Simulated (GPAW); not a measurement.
The system is TiO2.

```xyz
6
Lattice="4.5998 0.0000 0.0000 0.0000 4.5998 0.0000 0.0000 0.0000 2.9592" Properties=species:S:1:pos:R:3 pbc="T T T"
Ti    0.0000    0.0000    1.4796
Ti    2.2999    2.2999    0.0000
O     1.3998    1.3998    1.4796
O     0.9001    3.6997    0.0000
O     3.6997    0.9001    0.0000
O     3.2000    3.2000    1.4796
```

The cell is a database's computed one.

Base run:

* Program: GPAW 26.7.0
* Functional: PBE
* Potentials or basis: GPAW PAW data sets (gpaw-data 1.2.1)
* Cutoff: 800 eV
* Basis: pw
* k mesh: 4 × 4 × 7
* Occupations: fermi-dirac, width 0.05 eV
* Spin: no spin polarisation
* Hubbard terms: Ti d U = 6 eV

Its results: band gap on the k mesh 2.87 eV, indirect (least direct gap 2.91 eV); pressure 12.2 GPa; largest force 0.119 eV/Å.

**Question.** The run is repeated on the same cell with these changes: hubbard terms from Ti d U = 6 eV to Ti d U = 4 eV. What comes out?

**Answer.** Band gap on the k mesh 2.52 eV, indirect (least direct gap 2.53 eV); pressure 9.8 GPa; largest force 0.087 eV/Å.
